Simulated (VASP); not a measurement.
# Cs: intraband terms of a metal's spectrum

Cs, I4/mmm (no. 139), 1 atom in the cell. PBE, independent-particle dielectric function; PAW potentials Cs_sv (PBE set).

## Input

INCAR.step1:
```
SYSTEM = Cs
PREC     = Accurate       ! precision mode
ENCUT    = 260            ! plane-wave cutoff, eV
ISMEAR   = 1              ! smearing method
SIGMA    = 0.1            ! smearing width, eV
EDIFF    = 1E-7           ! SCF threshold, eV
LASPH    = .TRUE.         ! aspherical terms in the spheres
KPAR     = 4            
LWAVE    = .FALSE.        ! write WAVECAR
LCHARG   = .TRUE.         ! write CHGCAR
LMAXMIX  = 4              ! l up to which the mixer works
```

INCAR.step2:
```
SYSTEM = Cs
PREC     = Accurate       ! precision mode
ENCUT    = 260            ! plane-wave cutoff, eV
ISMEAR   = 0              ! smearing method
SIGMA    = 0.3            ! smearing width, eV
EDIFF    = 1E-6           ! SCF threshold, eV
LASPH    = .TRUE.         ! aspherical terms in the spheres
KPAR     = 4            
LWAVE    = .TRUE.         ! write WAVECAR
LCHARG   = .FALSE.        ! write CHGCAR
LMAXMIX  = 4              ! l up to which the mixer works
ICHARG   = 11             ! starting density
NBANDS   = 18             ! bands
NEDOS    = 3000           ! points of the DOS
OMEGAMAX = 30           
CSHIFT   = 0.1           
```

INCAR.step3, as INCAR.step2 but for:
```
- LWAVE = .TRUE.
+ LWAVE = .FALSE.
+ LOPTICS = .TRUE.
+ ALGO = None
+ NELM = 1
+ ISTART = 1
```

INCAR.step4, as INCAR.step3 but for:
```
+ WPLASMAI = 0.03
```

INCAR.step5 to INCAR.step6 change the same tag again: WPLASMAI = 0.1, 0.3.

INCAR.step7, as INCAR.step6 but for:
```
- WPLASMAI = 0.3
+ RTIME = 40
```

INCAR.step8, as INCAR.step7 but for:
```
- RTIME = 40
+ RTIME = 1
```

INCAR.step9, as INCAR.step8 but for:
```
- RTIME = 1
+ LNABLA = .TRUE.
```

INCAR.step10, as INCAR.step9 but for:
```
- ISMEAR = 0
- LNABLA = .TRUE.
+ ISMEAR = -5
```

KPOINTS.step1:
```
k-points
0
Gamma
  7 7 7
```

KPOINTS.step2:
```
k-points
0
Gamma
  18 18 18
```

POSCAR:
```
Cs
1.0
   -2.7500754600      2.7500754600      4.0972389800
    2.7500754600     -2.7500754600      4.0972389800
    2.7500754600      2.7500754600     -4.0972389800
Cs
1
Direct
    0.0000000000      0.0000000000      0.0000000000
```

Commands (each step's output is kept before the next begins):
```
cat potpaw_PBE.64/Cs_sv/POTCAR > POTCAR
cp INCAR.step1 INCAR
cp KPOINTS.step1 KPOINTS
mpirun -np 4 vasp_std > vasp.out
cp INCAR.step2 INCAR
cp KPOINTS.step2 KPOINTS
mpirun -np 4 vasp_std > vasp.out
cp INCAR.step3 INCAR
mpirun -np 4 vasp_std > vasp.out
cp INCAR.step4 INCAR
mpirun -np 4 vasp_std > vasp.out
cp INCAR.step5 INCAR
mpirun -np 4 vasp_std > vasp.out
cp INCAR.step6 INCAR
mpirun -np 4 vasp_std > vasp.out
cp INCAR.step7 INCAR
mpirun -np 4 vasp_std > vasp.out
cp INCAR.step8 INCAR
mpirun -np 4 vasp_std > vasp.out
cp INCAR.step9 INCAR
mpirun -np 4 vasp_std > vasp.out
cp INCAR.step10 INCAR
mpirun -np 4 vasp_std > vasp.out
```

## Result

- Bands: 18

One ground state, settings moved in the last step alone:

| Settings | Plasma frequency (eV) | Im ε at 0.5 eV | Im ε at 1 eV | Im ε at 2 eV | Im ε at 4 eV | Time (s) |
|---|---|---|---|---|---|---|
| interband part alone | 2.89 | 2.6 | 2.8 | 0.9 | 0.3 | 14 |
| Drude term, WPLASMAI 0.03 | 2.89 | 4.6 | 3.1 | 0.9 | 0.3 | 14 |
| Drude term, WPLASMAI 0.1 | 2.89 | 9.1 | 3.6 | 1.0 | 0.3 | 18 |
| Drude term, WPLASMAI 0.3 | 2.89 | 17.4 | 5.1 | 1.2 | 0.4 | 14 |
| relaxation time RTIME 40 fs | 2.89 | 3.7 | 2.9 | 0.9 | 0.3 | 14 |
| relaxation time RTIME 1 fs | 2.89 | 18.8 | 6.7 | 1.5 | 0.4 | 14 |
| transversal form (LNABLA) | 2.90 | 2.6 | 2.8 | 0.9 | 0.3 | 12 |
| tetrahedron method | – | – | – | – | – | no result |

Limits: Spin-orbit coupling is left out, which can matter with atoms this heavy.

VASP 6.6.1 took 160 s on 4 cores (Intel Xeon Platinum 8375C @ 2.90GHz (Ice Lake)), a shared host.
